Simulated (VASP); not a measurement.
Output of a VASP run:

**OSZICAR**
```
       N       E                     dE             d eps       ncg     rms          rms(c)
DAV:   1     0.125312974719E+02    0.12531E+02   -0.54808E+03   470   0.995E+02
DAV:   2    -0.453923390937E+02   -0.57924E+02   -0.53869E+02   578   0.208E+02
DAV:   3    -0.531430383348E+02   -0.77507E+01   -0.77314E+01   768   0.684E+01
DAV:   4    -0.534452052186E+02   -0.30217E+00   -0.30207E+00   639   0.137E+01
DAV:   5    -0.248779598373E+02    0.28567E+02   -0.82340E-01   500   0.759E+00    0.112E+01
DAV:   6    -0.184687681919E+02    0.64092E+01   -0.21695E+01   474   0.255E+01    0.399E+00
DAV:   7    -0.195738211351E+02   -0.11051E+01   -0.46880E+00   585   0.102E+01    0.457E+00
DAV:   8    -0.192918872355E+02    0.28193E+00   -0.42859E-01   504   0.462E+00    0.191E+00
DAV:   9    -0.192753758038E+02    0.16511E-01   -0.35245E-01   507   0.336E+00    0.559E-01
DAV:  10    -0.192724856147E+02    0.28902E-02   -0.13298E-02   580   0.851E-01    0.370E-01
DAV:  11    -0.192666204839E+02    0.58651E-02   -0.18774E-02   534   0.627E-01    0.241E-01
DAV:  12    -0.192671029440E+02   -0.48246E-03   -0.35058E-03   641   0.265E-01    0.184E-01
DAV:  13    -0.192667752513E+02    0.32769E-03   -0.79700E-04   531   0.203E-01    0.943E-02
DAV:  14    -0.192667800682E+02   -0.48169E-05   -0.31159E-04   528   0.120E-01    0.598E-02
DAV:  15    -0.192667760100E+02    0.40582E-05   -0.33184E-05   548   0.423E-02    0.409E-02
DAV:  16    -0.192667780622E+02   -0.20522E-05   -0.26995E-05   583   0.267E-02    0.270E-02
DAV:  17    -0.192667821148E+02   -0.40526E-05   -0.56772E-06   552   0.159E-02    0.179E-02
DAV:  18    -0.192667837850E+02   -0.16702E-05   -0.18845E-06   484   0.114E-02    0.116E-02
DAV:  19    -0.192667847404E+02   -0.95541E-06   -0.59709E-07   261   0.670E-03
   1 F= -.19266785E+02 E0= -.19266785E+02  d E =-.517261E-49
```

### OUTCAR
```
------------------------ aborting loop because EDIFF is reached ----------------------------------------
  FORCE on cell =-STRESS in cart. coord.  units (eV):
  Direction    XX          YY          ZZ          XY          YZ          ZX
  --------------------------------------------------------------------------------------
  Total       -4.1743592     -4.1743590     -3.5613963     -0.0000000      0.0000000      0.0000000
  in kB     -164.4698953   -164.4698879   -140.3191363     -0.0000000      0.0000000      0.0000000
  external PRESSURE =    -156.4196399 kB  Pullay stress =       0.0000000 kB
  volume of cell :       40.66
      direct lattice vectors                 reciprocal lattice vectors
     3.529594000  0.000000000  0.000000000     0.283318705  0.163574134  0.000000000
    -1.764797000  3.056718000  0.000000000     0.000000000  0.327148268  0.000000000
     0.000000000  0.000000000  3.769067000     0.000000000  0.000000000  0.265317650
 POSITION                                       TOTAL-FORCE (eV/Angst)
 -----------------------------------------------------------------------------------
      0.00000      0.00000      1.88453         0.000000      0.000000      0.000000
     -0.00000      2.03781      0.00000        -0.000000      0.000000      0.000000
      1.76480      1.01890      0.00000        -0.000000     -0.000000      0.000000
      0.00000      0.00000      0.00000         0.000000      0.000000      0.000000
 -----------------------------------------------------------------------------------
    total drift:                               -0.000000     -0.000000      0.000001
  FREE ENERGIE OF THE ION-ELECTRON SYSTEM (eV)
  ---------------------------------------------------
  free  energy   TOTEN  =       -19.2667847404 eV

  energy  without entropy=      -19.2667847404  energy(sigma->0) =      -19.26678474

  exchange ACFDT corr.  =         0.00000000  see jH, gK, PRB 81, 115126
```
(Selected blocks of OUTCAR.)

### POSCAR
```
Li3N
1
    3.5295940000     0.0000000000     0.0000000000
   -1.7647970000     3.0567180000     0.0000000000
    0.0000000000     0.0000000000     3.7690670000
Li N
3 1
Direct
  0.0000000000   0.0000000000   0.5000000000
  0.3333330000   0.6666670000   0.0000000000
  0.6666670000   0.3333330000   0.0000000000
  0.0000000000   0.0000000000   0.0000000000
```

Reconstruct the remaining input files.

Several could match; the one computed here: the input of the run itself, PBE0 hybrid, plane waves, VASP's PBE PAW potentials (set 64).

File KPOINTS:
```
kpoints
0
G
  6 6 5
```

INCAR:
```
AEXX  =  0.25
ALGO  =  Normal
EDIFF  =  1E-6
ENCUT  =  320
GGA  =  PE
HFRCUT  =  -1
ISIF  =  2
ISMEAR  =  0
ISYM  =  3
LASPH  =  T
LCHARG  =  F
LHFCALC  =  T
LREAL  =  F
LWAVE  =  F
NELM  =  100
PREC  =  Accurate
PRECFOCK  =  Fast
SIGMA  =  0.01
SYSTEM  =  Li3N
```

POTCAR, in this order: Li_sv N (PBE.64 set). Program: vasp_std.

At this cut-off the stress carries a Pulay error, which pulls relaxed volumes low.

The structure comes from a computed database's Li3N entry; how it stands against other phases isn't given here. The cell was not relaxed at this level. The run is one of a series of settings (ENCUT = 320 against the base run), some of them coarse on purpose.
